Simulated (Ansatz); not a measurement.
Input and command of a plane-wave DFT calculation in Ansatz:

```yaml
crystal:
  lattice:
    - [0.0, 2.3048902116, 2.3048902116]
    - [2.3048902116, 0.0, 2.3048902116]
    - [2.3048902116, 2.3048902116, 0.0]
  atoms:
    - { symbol: Zr, position: [0.5, 0.5, 0.5] }
    - { symbol: "N", position: [0.0, 0.0, 0.0] }
basis:
  ecutwfc: 420
kpoints:
  mp_grid: { grid: [16, 16, 16] }
hamiltonian:
  xc: pbe
scf:
  occupations: { method: gaussian, width: 0.1 }
output:
  forces: true
  stress: true
  eigenvalues: true
relax:
  adjacent_minimum: "off"
  f_tol: 0.008
  max_steps: 50
  cell: { stress_tol: 0.08, p_target: -1.0 }
```

```bash
ansatz run input.yaml --threads 1 --pin off --max-ram 2560MiB --backend cpu --events-out ev --progress --plain --runs-dir out
```

Processor: Intel(R) Xeon(R) Platinum 8488C (Sapphire Rapids), 1 thread, on a host shared with other jobs.

Q: How long does it run, and how much memory does it take?

A: About 10 s on 1 thread of Intel(R) Xeon(R) Platinum 8488C (Sapphire Rapids) (shared host), peak memory 0.42 GiB. It solves 13 bands at 145 k points (the mesh reduced by the symmetry that the task leaves, which can be less than the crystal's) with about 531 plane waves (on the last cell), in 26 SCF iterations over 4 ionic steps.
